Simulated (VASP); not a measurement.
LiNbO3: relaxation of cell and atoms with PBEsol

The system is LiNbO3.

```xyz
10
Lattice="2.5648 1.4808 4.6022 -2.5648 1.4808 4.6022 0.0000 -2.9615 4.6022" Properties=species:S:1:pos:R:3 pbc="T T T"
Li    0.0000    0.0000    3.8882
Li    0.0000    0.0000   10.7915
Nb    0.0000    0.0000   13.7932
Nb    0.0000    0.0000    6.8900
O    -0.6432   -1.4329    5.4819
O     1.5625    0.1594    5.4819
O    -0.9193    1.2735    5.4819
O    -1.6454   -0.2073    7.7830
O     0.6432    1.5286    7.7830
O     1.0022   -1.3214    7.7830
```

```json
{
  "Program": "VASP 6.6.1",
  "Task": "relaxation of cell and atoms",
  "Functional": "PBEsol",
  "Potentials or basis": "VASP PAW PBE potentials, release 64 (Li_sv, Nb_sv, O)",
  "Cutoff": "600 eV",
  "k mesh": "6 × 6 × 6",
  "Occupations": "gaussian, width 0.03 eV",
  "Spin": "no spin polarisation",
  "Further INCAR settings": "ALGO = Normal; EDIFF = 1e-07; IBRION = 2; EDIFFG = -0.005; NSW = 90; ISIF = 3"
}
```

```json
{
  "Relaxed volume": "10.49 Å³/atom",
  "Relaxed cell": "a = 5.473 Å, b = 5.473 Å, c = 5.473 Å, α = 55.89°, β = 55.89°, γ = 55.89°",
  "Space group after relaxing (to 0.05 Å)": "R3c (No. 161)",
  "Energy gained by relaxing": "0.0 meV/atom",
  "Ionic steps": "4",
  "Pressure after relaxing": "0.0 GPa",
  "Band gap on the k mesh": "3.49 eV, indirect (least direct gap 3.50 eV)"
}
```

Forces on the atoms (eV/Å):
```
Li   0.000  0.000  0.002
Li   0.000  0.000  0.002
Nb   0.000  0.000  0.002
Nb   0.000  0.000  0.002
O    0.000  0.000 -0.001
O    0.000  0.000 -0.001
O    0.000  0.000 -0.001
O    0.000  0.000 -0.001
O    0.000  0.000 -0.001
O    0.000  0.000 -0.001
```

Final structure:
```yaml
crystal:
  lattice:
    - [2.56492, 1.48086, 4.60247]
    - [-2.56492, 1.48086, 4.60247]
    - [0.00000, -2.96172, 4.60247]
  atoms:
    - { symbol: Li, position: [0.28163, 0.28163, 0.28163] }
    - { symbol: Li, position: [0.78163, 0.78163, 0.78163] }
    - { symbol: Nb, position: [0.99908, 0.99908, 0.99908] }
    - { symbol: Nb, position: [0.49908, 0.49908, 0.49908] }
    - { symbol: O, position: [0.11035, 0.36120, 0.71956] }
    - { symbol: O, position: [0.71956, 0.11035, 0.36120] }
    - { symbol: O, position: [0.36120, 0.71955, 0.11035] }
    - { symbol: O, position: [0.21956, 0.86120, 0.61035] }
    - { symbol: O, position: [0.86120, 0.61035, 0.21956] }
    - { symbol: O, position: [0.61035, 0.21956, 0.86120] }
```

Levels at points of the mesh, in eV from the valence-band top:
```tsv
k point	band 30	band 31	band 32	band 33	band 34	band 35	band 36	band 37	band 38	band 39
(0.00, 0.00, 0.00)	-0.66	-0.66	-0.50	-0.01	-0.01	3.49	3.49	3.94	5.14	5.14
(0.50, 0.00, 0.00)	-0.44	-0.30	-0.30	-0.22	-0.22	3.88	3.88	4.70	4.70	4.91
(0.50, 0.50, 0.00)	-0.97	-0.70	-0.67	-0.46	-0.21	3.57	4.09	4.59	4.61	5.27
(0.50, 0.50, 0.50)	-0.64	-0.31	-0.31	-0.31	-0.31	4.62	4.62	4.84	4.84	4.84
```

Run time: 110 s on 4 MPI ranks on Intel(R) Xeon(R) Platinum 8488C (Sapphire Rapids), with other jobs on the host, peak memory 0.42 GiB a rank.

Caveat: the cutoff is under 1.25 times the usual one of these potentials, so pressure, stress and relaxed cells hold a basis-set (Pulay) error; the PAW data sets were made with another functional, which shifts forces and pressure a little. As with any semilocal functional, this PBEsol gap is likely too small.
